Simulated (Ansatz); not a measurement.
A single-point calculation of PbSe (rocksalt) with Ansatz 0.2.0, at the level PBE. The cell was relaxed with r2SCAN and then strained (epitaxial -3.0 % in the plane normal to [111], free normal strain +3.06 %), with the atoms relaxed again with r2SCAN; k points keep the names of the unstrained zone.

```yaml
crystal:
  lattice:
    - [0.12470686, 3.120748013, 3.120748013]
    - [3.120748013, 0.12470686, 3.120748013]
    - [3.120748013, 3.120748013, 0.12470686]
  atoms:
    - { symbol: Pb, position: [0.0, 0.0, 0.0] }
    - { symbol: Se, position: [0.5, 0.5, 0.5] }
kpoints:
  mp_grid: { grid: [8, 8, 8] }
  band_path:
    path:
      - [0.0, 0.0, 0.0]
      - [0.5, 0.0, 0.5]
      - [0.625, 0.25, 0.625]
      - [0.375, 0.375, 0.75]
      - [0.5, 0.5, 0.5]
      - [0.5, 0.25, 0.75]
      - [0.0, 0.0, 0.5]
    npoints: 1
hamiltonian:
  xc: pbe
scf:
  occupations: { method: fermi_dirac, width: 0.02 }
  n_extra_bands: 4
output:
  forces: true
  stress: true
  eigenvalues: true
  write_density: true
  write_potential: true
  elf: true
  volumetric_format: npy
```

Some lines of the output have been replaced by numbered gaps.
```
scf.n_extra_bands = 4 over 15 filled bands (N_el = 30.0): the run solves 19 bands
Functional definition: PBE
Crystal: 2 atoms, lattice volume = 57.145 Å³
Basis set: ecut = 420 eV, 1123 PW (Γ)
[1]
Free energy (F): -17376.584990 eV
Internal energy: -17376.584841 eV  (E = F + TS)
E sigma→0 (E₀):  -17376.584916 eV
Entropy (-TS):   -0.000150 eV (-0.075 meV/atom)
[2]
--- Per-component energies (eV) ---
  E_band       = -423.786541
  E_kinetic    = 406.321861
  E_local      = -3520.258331
  E_nonlocal   = -245.931355
  E_hartree    = 1639.836216
  E_xc         = -325.853937
  E_vxc        = -231.579487
  E_paw        = -12314.699059
  E_vpaw       = -112.009347
  E_ewald      = -3015.999674
  E_smearing   = -0.000150
--- Stress (GPa, compression-positive) ---
[3]
--- Band table (eV; the first three rows and the last of 65) ---
[4]
```

The rows of the band table are 0: (0, 0, 0) = Γ, 1: (0, 0, 1/8), 2: (0, 0, 1/4), 64: (-1/2, -1/2, -1/2) = L.

Task: What stood in the gaps? They hold the stress, the Fermi energy and the band table, the symmetry found.

Result:
```
[1]
Symmetry: 12 space group operations
Space group: R-3m (ITA 166)
[2]
Fermi energy:    9.196411 eV
[3]
        2.510129      -0.704203      -0.704203
       -0.704203       2.510129      -0.704203
       -0.704203      -0.704203       2.510129
  P = ⅓ Tr σ = 2.5101 GPa (25.101 kbar)
[4]
  k-point 0: bands = […, -7.7611, -4.5338, 2.7611, 6.8586, 7.3666, 7.3666, 13.7875, 13.7875, 13.8763, 15.1327]
  k-point 1: bands = […, -7.7615, -4.4119, 2.3899, 6.9517, 7.3911, 7.5629, 12.6856, 13.1125, 13.1454, 15.4583]
  k-point 2: bands = […, -7.7519, -4.0775, 1.5525, 7.1296, 7.4692, 8.0219, 11.1323, 11.9448, 11.9945, 15.5905]
  k-point 64: bands = […, -7.7406, -3.5305, 0.0772, 7.7729, 7.7729, 9.3412, 9.6643, 11.1030, 11.1030, 17.5351]
```
Only the leading digits can be foreseen; the rest is this run's record.

PBE gives no gap: the lowest nominally empty band dips 0.13 eV below the top of the last filled one (its bottom at L, the top at L), so the cell is a metal or semimetal at this level. Edges are sought over the mesh and the listed points. The mean pressure at these positions is +2.51 GPa, compression counted positive.

Command: `ansatz run input.yaml --threads 2 --pin off --max-ram 20275MiB --backend cpu --events-out ev --progress --plain --runs-dir out`. It took 1.8 s on 2 threads of AMD EPYC 7R13 Processor (Zen 3) (shared host), load about 2.7 per core; peak host memory 0.59 GiB.

Calculated for a static, non-magnetic cell.

Spin-orbit coupling is left out, which matters wherever the heavy atoms make up the band edges.
